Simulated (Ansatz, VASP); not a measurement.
One calculation of Sb2Pt, two programs

File INCAR:

```
SYSTEM = Sb2Pt
PREC = Accurate
ENCUT = 520
EDIFF = 1E-6
ISMEAR = 0
SIGMA = 0.1
LREAL = .FALSE.
LASPH = .TRUE.
NELM = 80
ALGO = Normal
ISIF = 2
LWAVE = .FALSE.
LCHARG = .TRUE.
GGA = PE
LELF = .TRUE.
LVHAR = .TRUE.
NBANDS = 29
```

The input KPOINTS:

```
regular mesh
0
G
  4 4 4
  0 0 0
```

Contents of POSCAR:

```
Sb2Pt
1.0
    5.1595834207      0.0000000000      0.0000000000
    0.0000000000      6.2972317473      0.0000000000
    0.0000000000      0.0000000000      3.9311554012
Sb Pt
4 2
Direct
    0.2004000000      0.3787000000      0.0000000000
    0.7996000000      0.6213000000      0.0000000000
    0.7004000000      0.1213000000      0.5000000000
    0.2996000000      0.8787000000      0.5000000000
    0.0000000000      0.0000000000      0.0000000000
    0.5000000000      0.5000000000      0.5000000000
```

Input for Ansatz:

```yaml
crystal:
  lattice:
    - [5.1595834207, 0.0, 0.0]
    - [0.0, 6.2972317473, 0.0]
    - [0.0, 0.0, 3.9311554012]
  atoms:
    - { symbol: Sb, position: [0.2004, 0.3787, 0.0] }
    - { symbol: Sb, position: [0.7996, 0.6213, 0.0] }
    - { symbol: Sb, position: [0.7004, 0.1213, 0.5] }
    - { symbol: Sb, position: [0.2996, 0.8787, 0.5] }
    - { symbol: Pt, position: [0.0, 0.0, 0.0] }
    - { symbol: Pt, position: [0.5, 0.5, 0.5] }
basis:
  ecutwfc: 420
kpoints:
  mp_grid: { grid: [4, 4, 4] }
hamiltonian:
  xc: pbe
scf:
  occupations: { method: gaussian, width: 0.1 }
  lower_state_search: "off"
output:
  forces: true
  stress: true
  eigenvalues: true
```

Alike in both runs: task single point; functional PBE; k mesh 4 × 4 × 4; occupations gaussian, width 0.1 eV; no spin polarisation.

|  | VASP | Ansatz |
| --- | --- | --- |
| version | VASP 6.6.1 | Ansatz 0.2.0 |
| potentials or method | VASP PAW PBE potentials, release 64 (Sb, Pt) | scalar-relativistic, plane waves, PAW |
| plane-wave cutoff (eV) | 520 | 420 |
| valence electrons in the cell | 40 | 96 |

Ansatz gave:

```
gap on the k mesh at the Fermi level (eV)       : none
pressure (GPa)                                  : 19.7
largest component of the traceless stress (GPa) : 2.51
rms of the force components (eV/Å)              : 0.982
```

**Question.** What did VASP give for the same quantities?

**Answer.** gap on the k mesh at the Fermi level (eV): none; pressure (GPa): 19.4; largest component of the traceless stress (GPa): 2.70; rms of the force components (eV/Å): 1.031.

Atom by atom the forces differ by 0.050 eV/Å (rms over components). A gap of «none» marks a metal or a gap that the smearing closes. The two sets of potentials don't hold the same shells in valence.

Caveats: the k mesh is coarse (spacing up to 0.40 Å⁻¹), so the values aren't converged; so large a pressure means that the cell lies far from this level's equilibrium, or that cutoff or potentials fall short (VASP); forces of over 1 eV/Å show positions far from the minimum, so gaps and moduli don't describe the material at rest. Spin-orbit coupling is left out, which matters for the levels of Pt, Sb.
